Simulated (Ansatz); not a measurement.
GeO₂:
```cif
data_Ge3O6
_chemical_formula_sum 'Ge3 O6'
_space_group_name_H-M_alt 'P 1'
_space_group_IT_number 1
_cell_length_a 4.98968
_cell_length_b 4.98968
_cell_length_c 5.69160
_cell_angle_alpha 90.000
_cell_angle_beta 90.000
_cell_angle_gamma 120.000
loop_
_space_group_symop_operation_xyz
  'x, y, z'
loop_
_atom_site_label
_atom_site_type_symbol
_atom_site_fract_x
_atom_site_fract_y
_atom_site_fract_z
_atom_site_occupancy
Ge1 Ge 0.45112 0.00000 0.33333 1
Ge2 Ge 0.00000 0.45112 0.66667 1
Ge3 Ge 0.54888 0.54888 0.00000 1
O1 O 0.39415 0.30479 0.24570 1
O2 O 0.69521 0.08936 0.57903 1
O3 O 0.91064 0.60585 0.91237 1
O4 O 0.30479 0.39415 0.75430 1
O5 O 0.08936 0.69521 0.42097 1
O6 O 0.60585 0.91064 0.08763 1
```

Relaxed with PBEsol. PBEsol (plane waves, PAW; program Ansatz) gives a gap of 3.36 eV.

What gap does HSE06 give on the same cell (Ansatz, PAW)?

5.31 eV, 1.95 eV more. The hybrid was solved on a coarser mesh and at special points; its gap is the smallest among all of these.

```csv
k,v1 PBEsol,c1 PBEsol,v1 HSE06,c1 HSE06
Γ,-0.05,3.36,-0.05,5.31
A,-0.09,5.29,…,…
K,0.00,5.88,0.00,8.05
H,-0.23,5.62,…,…
M,-0.01,5.33,…,…
L,-0.01,5.58,…,…
```

Top valence (v1) and lowest conduction level (c1) in eV from each method's valence maximum (which need not be a listed point): supply the withheld HSE06 values.


- M, v1 HSE06: -0.01
- M, c1 HSE06: 7.46
- A, v1 HSE06: -0.10
- A, c1 HSE06: 7.36
- L, v1 HSE06: 0.00
- L, c1 HSE06: 7.75
- H, v1 HSE06: -0.23
- H, c1 HSE06: 7.79

Cost on shared cores: the PBEsol run (SCF on a 7×7×5 mesh, then bands and DOS) very roughly 2.6 core-minutes, the HSE06 run (SCF on 4×4×3, then a few points) around 5 core-minutes (rough); the tasks are unlike.

Space group P3_121. The cell was relaxed with PBEsol under the symmetry of its start; of distortions, only those at the zone centre were tested. Spin–orbit coupling is left out wherever it is not named.

Potentials: the later of the program's two PAW sets.
